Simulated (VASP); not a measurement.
# BN (P6_3mc) in VASP: dielectric tensor with r2SCAN

Aim: the dielectric tensor of BN with r2SCAN.

Everything below comes from runs of VASP 6.6.1. Logs are shortened: lines on timing, memory, paths and dates and some standing lists are left out, and cuts for length are marked.

**1. The crystal as given**

Symmetry: P6_3mc, No. 186, hexagonal system. Conventional cell: a = 2.542 Å, b = 2.542 Å, c = 4.204 Å, α = 90.00°, β = 90.00°, γ = 120.00°. B (site symmetry 3m) is surrounded by 4 N at 1.56 to 1.57 Å. N (site symmetry 3m) has 4 B at 1.56 to 1.57 Å as nearest neighbours.

Measurements of this composition are mostly on another form, of space group No. 194.

**2. Dielectric tensor, r2SCAN**

Input file INCAR:

```
  PREC = Accurate
  ENCUT = 520
  EDIFF = 1E-8
  ISMEAR = 0
  SIGMA = 0.02
  LREAL = F
  LASPH = T
  NELM = 60
  ALGO = Normal
  ISIF = 2
  LWAVE = F
  LCHARG = F
  METAGGA = R2SCAN
  LMIXTAU = T
  LCALCEPS = T
```

Input file KPOINTS:

```
regular mesh
0
Gamma
  12 12 6
```

Input file POSCAR:

```
BN
1.0
    2.5416900000      0.0000000000      0.0000000000
   -1.2708500000      2.2011700000      0.0000000000
    0.0000000000      0.0000000000      4.2041500000
B N
2 2
Direct
    0.6666700000      0.3333300000      0.9997200000
    0.3333300000      0.6666700000      0.4997200000
    0.6666700000      0.3333300000      0.6252800000
    0.3333300000      0.6666700000      0.1252800000
```

Potentials or basis: VASP PAW PBE potentials, release 64 (B, N).

Launch:

```bash
$ cat potpaw_PBE.64/B/POTCAR potpaw_PBE.64/N/POTCAR > POTCAR
$ mpirun -np 1 vasp_std > vasp.out
```

OUTCAR:

```text
PREC = Accurate
   ENCUT = 520
   EDIFF = 1E-8
   ISMEAR = 0
   LREAL = F
   LASPH = T
   NELM = 60
   ISIF = 2
   METAGGA = R2SCAN

 ion  position               nearest neighbor table
   1  0.667  0.333  1.000-   4 1.56   4 1.56   4 1.56   3 1.57
   2  0.333  0.667  0.500-   3 1.56   3 1.56   3 1.56   4 1.57
   3  0.667  0.333  0.625-   2 1.56   2 1.56   2 1.56   1 1.57
   4  0.333  0.667  0.125-   1 1.56   1 1.56   1 1.56   2 1.57

  LATTYP: Found a hexagonal cell.
 ALAT       =     2.5416900000
 C/A-ratio  =     1.6540766183

  Lattice vectors:

 A1 = (   2.5416900000,   0.0000000000,   0.0000000000)
 A2 = (  -1.2708500000,   2.2011700000,   0.0000000000)
 A3 = (   0.0000000000,   0.0000000000,   4.2041500000)

Analysis of symmetry for initial positions (statically):
=====================================================================
 Subroutine PRICEL returns:
 Original cell was already a primitive cell.

 Routine SETGRP: Setting up the symmetry group for a
 hexagonal supercell.

 Subroutine GETGRP returns: Found  4 space group operations
 (whereof  2 operations were pure point group operations)
 out of a pool of 24 trial point group operations.

The static configuration has the point symmetry C_1h.
 The point group associated with its full space group is C_2v.

Analysis of symmetry for dynamics (positions and initial velocities):
=====================================================================
 Subroutine PRICEL returns:
 Original cell was already a primitive cell.

 Routine SETGRP: Setting up the symmetry group for a
 hexagonal supercell.

 Subroutine GETGRP returns: Found  4 space group operations
 (whereof  2 operations were pure point group operations)
 out of a pool of 24 trial point group operations.

The dynamic configuration has the point symmetry C_1h.
 The point group associated with its full space group is C_2v.

 Subroutine INISYM returns: Found  4 space group operations
 (whereof  2 operations are pure point group operations),
 and found     1 'primitive' translations

----------------------------------------------------------------------------------------

                                     Primitive cell

  volume of cell :      23.5209

  direct lattice vectors                    reciprocal lattice vectors
     2.541690000  0.000000000  0.000000000     0.393439011  0.227152817  0.000000000
    -1.270850000  2.201170000  0.000000000     0.000000000  0.454303847  0.000000000
     0.000000000  0.000000000  4.204150000     0.000000000  0.000000000  0.237860210

  length of vectors
     2.541690000  2.541694138  4.204150000     0.454304587  0.454303847  0.237860210

  position of ions in fractional coordinates (direct lattice)
     0.666670000  0.333330000  0.999720000
     0.333330000  0.666670000  0.499720000
     0.666670000  0.333330000  0.625280000
     0.333330000  0.666670000  0.125280000

  ion indices of the primitive-cell ions
   primitive index   ion index
                 1           1
                 2           2
                 3           3
                 4           4

----------------------------------------------------------------------------------------

 KPOINTS: regular mesh

Automatic generation of k-mesh.
 Grid dimensions read from file:
 generate k-points for:   12   12    6

 Generating k-lattice:

  Cartesian coordinates                     Fractional coordinates (reciprocal lattice)
     0.032786584  0.018929401  0.000000000     0.083333333  0.000000000  0.000000000
     0.000000000  0.037858654  0.000000000     0.000000000  0.083333333  0.000000000
     0.000000000  0.000000000  0.039643368     0.000000000  0.000000000  0.166666667

  Length of vectors
     0.037858716  0.037858654  0.039643368

  Shift w.r.t. Gamma in fractional coordinates (k-lattice)
     0.000000000  0.000000000  0.000000000

[... 49 lines left out ...]
   NELM   =     60;   NELMIN=  2; NELMDL= -5     # of ELM steps
   EDIFF  = 0.1E-07   stopping-criterion for ELM
   LREAL  =      F    real-space projection
   EDIFFG = 0.1E-06   stopping-criterion for IOM
   NSW    =      0    number of steps for IOM
   IBRION =     -1    ionic relax: 0-MD 1-quasi-New 2-CG
   NFREE  =      0    steps in history (QN), initial steepest desc. (CG)
   ISIF   =      2    stress and relaxation
   ISYM   =      2    0-nonsym 1-usesym 2-fastsym
   POTIM  = 0.5000    time-step for ionic-motion
   TEBEG  =    0.0;   TEEND  =   0.0 temperature during run
   PSTRESS=    0.0 pullay stress
   NELECT =      16.0000    total number of electrons
   NUPDOWN=      -1.0000    fix difference up-down
   EMIN   =  10.00;   EMAX   =-10.00  energy-range for DOS
   EFERMI =   0.00;   METHOD = LEGACY
   ISMEAR =     0;   SIGMA  =   0.02  broadening in eV -4-tet -1-fermi 0-gaus
   EFERMI_NEDOS =   21; number of points for ismear=-14 and -15
   IALGO  =     38    algorithm
   IMIX   =      4    mixing-type and parameters
     AMIX     =   0.40;   BMIX     =  1.00
     AMIX_MAG =   1.60;   BMIX_MAG =  1.00
  volume/ion in A,a.u.               =       5.88        39.68
  Fermi-wavevector in a.u.,A,eV,Ry     =   1.439782  2.720793 28.204494  2.072972
  Thomas-Fermi vector in A             =   2.558599
   LORBIT       =      0    0 simple, 1 ext, 2 COOP (PROOUT), +10 PAW based schemes
   METAGGA = R2SCAN    functional components
   LHFCALC =     F    Hartree Fock is set to
   AEXX    =    0.0000 exact exchange contribution
   IVDW    =     0    specifies the selected vdW correction
   LEPSILON=     F    determine dielectric tensor
   LRPA    =     F    only Hartree local field effects (RPA)
   LRPA       =     F
 non-spin polarized calculation
 Gauss-broadening in eV      SIGMA  =   0.02
  energy-cutoff  :      520.00
  volume of cell :       23.52
 maximum number of plane-waves:       652
   NGX =  9   NGY =  9   NGZ = 15

 number of electron      15.9999999 magnetization

 Free energy of the ion-electron system (eV)
  ---------------------------------------------------
  ext. energy  EPLUGINS =         0.00000000
  ---------------------------------------------------
  free energy    TOTEN  =       -38.26560984 eV

  energy without entropy =      -38.26560984  energy(sigma->0) =      -38.26560984

 E-fermi :   7.5953     XC(G=0): -13.6595

 val. band max:        7.4636409920   @ k =   0.0000   0.0000   0.0000
 cond. band min:   10000.0000000000   @ k =   0.0000   0.0000   0.0000
 fundamental gap:   9992.5363590080
 Fermi energy:         7.5952728733

 k-point     1 :       0.0000    0.0000    0.0000
  band No.  band energies     occupation
      1     -14.0639      2.00000
      2      -9.8109      2.00000
      3      -3.8991      2.00000
      4       5.2459      2.00000
      5       5.2464      2.00000
      6       7.1814      2.00000
      7       7.4633      2.00000
      8       7.4636      2.00000
      9   10000.0000      0.00000
     10   10000.0000      0.00000
     11   10000.0000      0.00000
     12   10000.0000      0.00000
[... 331 lines left out ...]
 k-point    24 :      -0.4167    0.3333    0.0000
  band No.  band energies     occupation
      1     -11.0273      2.00000
      2      -8.1914      2.00000
      3      -1.6996      2.00000
      4      -0.9308      2.00000
      5       0.7321      2.00000
      6       2.1983      2.00000
      7       4.1032      2.00000
      8       5.0908      2.00000
      9   10000.0000      0.00000
     10   10000.0000      0.00000
     11   10000.0000      0.00000
     12   10000.0000      0.00000

 [... further k-points ...]

------------------------ aborting loop because EDIFF is reached ----------------------------------------

            Ionic dipole moment: p[ion]=(     0.00000     0.00000     1.05575 ) |e| Angst

 Total electronic dipole moment: p[elc]=(     0.00000    -0.00000     0.02355 ) |e| Angst

 MACROSCOPIC STATIC DIELECTRIC TENSOR (including local field effects)
 ------------------------------------------------------
           4.444675     0.000042     0.000000
           0.000042     4.444738    -0.000000
           0.000000     0.000000     4.601353
 ------------------------------------------------------

 PIEZOELECTRIC TENSOR (including local field effects) (e Angst)
          XX          YY          ZZ          XY          YZ          ZX
  --------------------------------------------------------------------------------
  x    -0.00000     0.00000     0.00000     0.00000    -0.00001    -0.93926
  y     0.00000     0.00000     0.00000     0.00000    -0.93927    -0.00001
  z    -0.79675    -0.79676     1.64277    -0.00001     0.00000    -0.00000

 PIEZOELECTRIC TENSOR (including local field effects) (C/m^2)
          XX          YY          ZZ          XY          YZ          ZX
  --------------------------------------------------------------------------------
  x    -0.00000     0.00000     0.00000     0.00000    -0.00001    -0.63980
  y     0.00000     0.00000     0.00000     0.00000    -0.63980    -0.00001
  z    -0.54272    -0.54273     1.11901    -0.00001     0.00000    -0.00000

 BORN EFFECTIVE CHARGES (including local field effects) (in |e|, cummulative output)
 ---------------------------------------------------------------------------------
 ion    1
    1     1.94136    -0.00002     0.00001
    2    -0.00002     1.94134    -0.00001
    3    -0.00002     0.00001     2.04350
 ion    2
    1     1.94136    -0.00002    -0.00001
    2    -0.00002     1.94134     0.00001
    3     0.00002    -0.00001     2.04350
 ion    3
    1    -1.94136     0.00002     0.00000
    2     0.00002    -1.94134    -0.00000
    3    -0.00003     0.00001    -2.04350
 ion    4
    1    -1.94136     0.00002    -0.00000
    2     0.00002    -1.94134     0.00000
    3     0.00003    -0.00001    -2.04350

  FORCE on cell =-STRESS in cart. coord.  units (eV):
  Direction    XX          YY          ZZ          XY          YZ          ZX
  --------------------------------------------------------------------------------------
  -------------------------------------------------------------------------------------
  Total        0.3186318      0.3189099      0.3143611      0.0002396      0.0000000      0.0000000
  in kB       21.7042770     21.7232198     21.4133697      0.0163232      0.0000000      0.0000000
  external PRESSURE =      21.6136222 kB  Pullay stress =       0.0000000 kB

 VOLUME and BASIS-vectors are now :
 -----------------------------------------------------------------------------
  energy-cutoff  :      520.00
  volume of cell :       23.52
      direct lattice vectors                 reciprocal lattice vectors
     2.541690000  0.000000000  0.000000000     0.393439011  0.227152817  0.000000000
    -1.270850000  2.201170000  0.000000000     0.000000000  0.454303847  0.000000000
     0.000000000  0.000000000  4.204150000     0.000000000  0.000000000  0.237860210

 POSITION                                       TOTAL-FORCE (eV/Angst)
 -----------------------------------------------------------------------------------
      1.27086      0.73372      4.20297        -0.000516      0.000298      0.010693
     -0.00002      1.46745      2.10090         0.000516     -0.000298      0.010693
      1.27086      0.73372      2.62877        -0.000533      0.000308     -0.010693
     -0.00002      1.46745      0.52670         0.000533     -0.000308     -0.010693
 -----------------------------------------------------------------------------------
    total drift:                                0.000000      0.000000      0.002220

  FREE ENERGIE OF THE ION-ELECTRON SYSTEM (eV)
  ---------------------------------------------------
  free  energy   TOTEN  =       -38.2656098402 eV

  energy  without entropy=      -38.2656098402  energy(sigma->0) =      -38.26560984
```

It took 28 min on 1 thread of Intel Xeon 6975P-C (Granite Rapids), shared host; peak memory 0.58 GiB.

Results:

* Band gap on the k mesh: 5.70 eV, indirect (least direct gap 8.99 eV)
* Electronic dielectric tensor (diagonal): 4.44, 4.44, 4.60
* Born charges (mean of the diagonal): B +1.98; N -1.98 e

Electronic dielectric tensor:
```
4.44 0.00 0.00
0.00 4.44 0.00
0.00 0.00 4.60
```

Born effective charge tensors (e):
atom 1, B
```
1.94 0.00 0.00
0.00 1.94 0.00
0.00 0.00 2.04
```
atom 2, B
```
1.94 0.00 0.00
0.00 1.94 0.00
0.00 0.00 2.04
```
atom 3, N
```
-1.94  0.00  0.00
 0.00 -1.94  0.00
 0.00  0.00 -2.04
```
atom 4, N
```
-1.94  0.00  0.00
 0.00 -1.94  0.00
 0.00  0.00 -2.04
```

Dipole moments of the cell (e·Å, modulo the quantum): ionic 0.000, 0.000, 1.056; electronic 0.000, 0.000, 0.024

Caveat: the PAW data sets were made with another functional, which shifts forces and pressure a little. A k mesh can miss the band edges.
